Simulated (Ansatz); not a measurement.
Structures of WC: which is lowest?

Plane-wave DFT in Ansatz with scalar-relativistic PAW potentials, cutoff 420 eV, Γ-centred meshes chosen by cell and gap, Gaussian smearing with energies taken to zero width. Every cell was relaxed (cell and atoms) in a run of its own, within the symmetry of its start. Functional: PBE.

Relaxed structures (starts from databases or built by putting these elements on another compound's sites):
A. Fm-3m, 2 atoms in the computed cell, a = 4.380 Å; sites (symmetry × multiplicity) W m-3m × 4, C m-3m × 4; start: database
B. P-6m2, 2 atoms in the computed cell, a = 2.922 Å, c = 2.847 Å; sites (symmetry × multiplicity) W -6m2 × 1, C -6m2 × 1; start: database
C. P6_3/mmc, 4 atoms in the computed cell, a = 2.917 Å, c = 5.752 Å; sites (symmetry × multiplicity) W -3m. × 2, C -6m2 × 2; start: built

Task: Rank them by energy. Could pressure change the order?

Result:
| structure | group | E − E(lowest) (meV/atom) | V (Å³/atom) | gap on mesh (eV) |
| --- | --- | --- | --- | --- |
| B | P-6m2 | 0.0 | 10.52 | 0.00 |
| C | P6_3/mmc | 204 | 10.60 | 0.00 |
| A | Fm-3m | 448 | 10.50 | 0.00 |

B is lowest, 204 meV/atom under C. The two lowest differ in volume by under 3 %, too little for a first-order estimate of what pressure does to that pair (other pairs aren't weighed here); with rigid cells even 3 % in favour of the higher one would need about 104 GPa. Other structures may lie lower than all of these, and vibrations aren't counted.

Spin-orbit coupling is left out, which matters for the bands of heavy elements.